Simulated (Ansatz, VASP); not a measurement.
**Two plane-wave programs on Au**

File INCAR:

```
PREC = Accurate
ENCUT = 520
EDIFF = 1E-6
ISMEAR = -1
SIGMA = 0.3
LREAL = False
LASPH = True
NELM = 100
ALGO = Normal
ISIF = 2
LWAVE = False
LCHARG = False
GGA = PE
NBANDS = 12
```

File KPOINTS:

```
regular mesh
0
Gamma
  13 13 13
```

The input POSCAR:

```
Au
1.0
    0.0000000000      2.0782552709      2.0782552709
    2.0782552709      0.0000000000      2.0782552709
    2.0782552709      2.0782552709      0.0000000000
Au
1
Direct
    0.0000000000      0.0000000000      0.0000000000
```

Input for Ansatz:

```yaml
crystal:
  lattice:
    - [0.0, 2.0782552709, 2.0782552709]
    - [2.0782552709, 0.0, 2.0782552709]
    - [2.0782552709, 2.0782552709, 0.0]
  atoms:
    - { symbol: Au, position: [0.0, 0.0, 0.0] }
hamiltonian:
  xc: pbe
  pseudopotentials:
    kind: paw
    azcp:
      Au: "pseudopotentials/Au.paw.azcp"
basis:
  ecutwfc: 420
  fft_grid_basis: typed
kpoints:
  mp_grid: { grid: [13, 13, 13], shift: [0, 0, 0] }
magnetization:
  spin_polarized: false
scf:
  occupations: { method: fermi_dirac, width: 0.3 }
  lower_state_search: "off"
output:
  stress: true
```

Alike in both runs: task single point; functional PBE; k mesh 13 × 13 × 13; occupations fermi-dirac, width 0.3 eV; no spin polarisation.

|  | VASP | Ansatz |
| --- | --- | --- |
| version | VASP 6.6.1 | Ansatz 0.2.0 |
| potentials or method | VASP PAW PBE potentials, release 64 (Au) | plane waves (420 eV) with PAW, scalar-relativistic |
| plane-wave cutoff (eV) | 520 | 420 |
| valence electrons in the cell | 11 | 19 |

```tsv
	VASP	Ansatz	Ansatz less VASP
pressure (GPa)	0.1	0.4	+0.24
```

The functional is the same, so the differences come from potentials, cutoffs and numerics. The two sets of potentials don't hold the same shells in valence.

Spin-orbit coupling is left out, which matters for the levels of Au.
